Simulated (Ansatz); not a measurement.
## PbSe, space group Fm-3m: a check of PAW against all-electron LAPW

Computed with Ansatz's Python interface.

`pbse.py`:
```python
# -*- coding: utf-8 -*-
'''Checking the PAW result for PbSe with LAPW.'''

import ansatz
from ase import Atoms
import numpy as np

XC = 'pbesol'
MESH = (4, 4, 4)
OCCUPATIONS = 'Fixed'
SCF_TOL = 1e-09


def count_gap(report):
    # lowest empty less highest filled band, counting bands; zero where they overlap
    return max(report.get('gap_by_band_count_ev') or 0.0, 0.0)

atoms = Atoms(
    ['Pb', 'Se'],
    scaled_positions=[
        (0.0, 0.0, 0.0),
        (0.5, 0.5, 0.5),
    ],
    cell=[
        (0.0, 3.06065, 3.06065),
        (3.06065, 0.0, 3.06065),
        (3.06065, 3.06065, 0.0),
    ],
    pbc=True,
)
structure = ansatz.Crystal.from_ase(atoms)

setup = (
    structure.calculation()
    .functional(XC)
    .kpoints(*MESH)
    .occupations(OCCUPATIONS)  # whole-number filling, right only where there is a gap
    .scf(tolerance=SCF_TOL)
    .stress()  # GPa
    .forces()  # eV per angstrom
    .band_table()  # levels at the mesh points
)
variants = {
    'PAW': setup.pseudopotentials('paw'),
    'LAPW': setup.pseudopotentials('all_electron', lapw=True),
}
# totals differ by the cores that each treatment holds, so compare what does not depend on them
rows = []
for label, variant in variants.items():
    r = variant.run(threads=1).report
    levels = np.array(r['eigenvalues_ev'][0]) - r['fermi_energy_ev']
    print(label, 'levels at the first k-point near E_F:', np.round(levels[np.abs(levels) < 5], 3))
    rows.append((label, r['n_electrons'], np.trace(r['stress_gpa']) / 3, count_gap(r)))
print('     treatment  electrons in bands           P GPa  gap by band count eV')
for row in rows:
    print(f'{str(row[0]):>14s}  {row[1]:18.1f}  {row[2]:14.3f}  {row[3]:20.3f}')
```

```console
$ python pbse.py
DeckWarning: basis.ecutwfc = 420 eV, auto-derived from the records' recommended cutoffs: set by Pb (normal level)
DeckWarning: output.stress: scf.convergence.dr2_threshold = 1e-9 eV is looser than the 2e-10 eV advised for a printed stress (1e-10 eV for each atom of the cell: 2). What an SCF threshold leaves in a stress goes as its square root, and in the free energy as [...]
PAW levels at the first k-point near E_F: [-1.874 -1.874 -1.874  4.679  4.679  4.679]
LAPW levels at the first k-point near E_F: [-1.876 -1.876 -1.876  4.677  4.677  4.677]
     treatment  electrons in bands           P GPa  gap by band count eV
           PAW                30.0          -0.486                 0.201
          LAPW                60.0          -0.480                 0.198
```
(Warnings from the package without file and line, shortened.)

PAW gives -0.486 GPa and LAPW -0.480 GPa, 0.005 GPa apart. They took 1.1 and 5.5 s of processor time.

The settings weren't tested for convergence. Spin-orbit coupling, left out here, can change this gap by several tenths of an eV, and inverted bands can meet off the mesh. The computed bands are complete only to about 4.7 eV above the Fermi level. Under fixed occupations the level called the Fermi level is the highest filled one on the SCF mesh; off the mesh a filled band can lie a little above it. The k-point mesh is coarse, and energy and stress weren't tested for convergence. The starting cell is as deposited in a crystallographic database; the results hold for this polymorph, which needn't be the stable one. Levels are Kohn-Sham eigenvalues on this mesh, without spin-orbit coupling. Pressure is positive in compression; the treatments may keep other shells as core, so totals and counts of electrons can differ. Timing: 7.8 s on 1 thread of Arm Neoverse V1 (shared host), peak memory 0.42 GiB.
